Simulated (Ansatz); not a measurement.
MgS:

```
S Mg
1.0
     0.00000    2.83312    2.83312
     2.83312    0.00000    2.83312
     2.83312    2.83312    0.00000
S Mg
1 1
Direct
  0.25000 0.25000 0.25000
  0.00000 0.00000 0.00000
```

The cell comes from a database or a generator and needn't be the stable form of this composition.

```yaml
Program: Ansatz 0.2.0
Task: single point
Functional: PBE
Potentials_or_basis: all-electron LAPW, scalar-relativistic
Cutoff: 208 eV (chosen from the basis error)
Basis_error_allowed: 0.001 eV/atom
k_mesh: 8 × 8 × 8
Occupations: fermi-dirac, width 0.05 eV
Spin: no spin polarisation
```

On this cell: pressure 0.9 GPa; largest force zero by symmetry; band gap on the k mesh 3.45 eV, direct.

The same run follows on a disturbed copy (atoms moved at random, drawn with an rms of 0.05 Å):

```xyz
2
Lattice="0.0000 2.8331 2.8331 2.8331 0.0000 2.8331 2.8331 2.8331 0.0000" Properties=species:S:1:pos:R:3 pbc="T T T"
S     1.4079    1.4394    1.4292
Mg    0.0410   -0.0268   -0.0051
```

Question: What does the disturbed cell give?

Answer: The energy moves by +7.8 meV/atom; pressure 1.1 GPa; largest force 0.444 eV/Å; band gap on the k mesh 3.37 eV, direct.

Forces in eV/Å, atoms in the order of the input:
```
S    0.296 -0.296 -0.148
Mg  -0.296  0.296  0.148
```

Stress tensor (GPa, compression positive):
```
 1.05 -0.52 -1.12
-0.52  1.05  1.12
-1.12  1.12  1.13
```

A k mesh can miss the band edges.
